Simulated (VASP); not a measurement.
# PbS in VASP 6.6.1, single-point calculation

INCAR

```
LCHARG = .FALSE.
ISMEAR = -1
LREAL = .FALSE.
GGA = PE
LWAVE = .FALSE.
IBRION = -1
EDIFF = 1E-7
LASPH = .TRUE.
PREC = Accurate
ENCUT = 520
NELM = 56
MAGMOM = -0.5 -0.5
NBANDS = 17
ISIF = 2
ISPIN = 2
NSW = 0
SIGMA = 0.02
```

KPOINTS

```
KPOINTS created by Atomic Simulation Environment
0
Gamma
8 8 8
0 0 0
```

POSCAR

```
Pb S
 1.0000000000000000
     0.0000000000000000    2.9573603494000000    2.9942883889999998
     2.9573603494000000    0.0000000000000000    2.9942883889999998
     2.9573603494000000    2.9573603494000000    0.0000000000000000
 Pb  S
   1   1
Cartesian
  0.0000000000000000  0.0000000000000000  0.0000000000000000
  2.9573603494000000  2.9573603494000000  2.9942883890000003
```

The recommended PBE PAW datasets give the neutral cell 20 valence electrons.

Command

```
mpirun -np 1 vasp_std
```

OSZICAR

```
N       E                     dE             d eps       ncg     rms          rms(c)
DAV:   1     0.159975222390E+03    0.15998E+03   -0.93753E+03  4020   0.120E+03
DAV:   2     0.296401290330E+01   -0.15701E+03   -0.15124E+03  4315   0.315E+02
DAV:   3    -0.884979781606E+01   -0.11814E+02   -0.11710E+02  5194   0.914E+01
DAV:   4    -0.914545341279E+01   -0.29566E+00   -0.29539E+00  5079   0.160E+01
DAV:   5    -0.915706358984E+01   -0.11610E-01   -0.11609E-01  6005   0.303E+00    0.525E+00
DAV:   6    -0.874874913696E+01    0.40831E+00   -0.14098E+00  6361   0.800E+00    0.328E+00
DAV:   7    -0.875283492455E+01   -0.40858E-02   -0.14778E-01  4753   0.200E+00    0.200E+00
DAV:   8    -0.875648856686E+01   -0.36536E-02   -0.11568E-02  4574   0.941E-01    0.831E-01
DAV:   9    -0.875681555958E+01   -0.32699E-03   -0.28088E-03  4975   0.481E-01    0.234E-01
DAV:  10    -0.875647445314E+01    0.34111E-03   -0.28056E-04  5464   0.141E-01    0.112E-01
DAV:  11    -0.875659052725E+01   -0.11607E-03   -0.20616E-04  4909   0.116E-01    0.585E-02
DAV:  12    -0.875660702403E+01   -0.16497E-04   -0.69432E-05  5120   0.731E-02    0.160E-02
DAV:  13    -0.875660844783E+01   -0.14238E-05   -0.61079E-06  5279   0.213E-02    0.369E-03
DAV:  14    -0.875660895888E+01   -0.51105E-06   -0.70968E-07  5086   0.927E-03    0.202E-03
DAV:  15    -0.875660907674E+01   -0.11785E-06   -0.10490E-07  4111   0.258E-03    0.109E-03
DAV:  16    -0.875660907722E+01   -0.48567E-09   -0.31418E-08  3553   0.171E-03
   1 F= -.87566091E+01 E0= -.87566088E+01  d E =-.554937E-06  mag=    -0.0000
```

Standard output (part)

```
POSCAR found type information on POSCAR PbS
 POSCAR found :  2 types and       2 ions
 LDA part: xc-table for (Slater+PW92), standard interpolation
 POSCAR, INCAR and KPOINTS ok, starting setup
 WAVECAR not read
 entering main loop
```

It converged. Results: pressure 1.9 GPa; magnetic moment of the cell 0.00 μB.

For comparison, a separate PBE run of the intended cell, on usual settings and not on those above, gives a gap of 0.37 eV on its mesh and a pressure of 1.9 GPa.

The run above took about 77 s on one core of a shared host (Intel Xeon Platinum 8488C) and held 0.24 GiB at most.
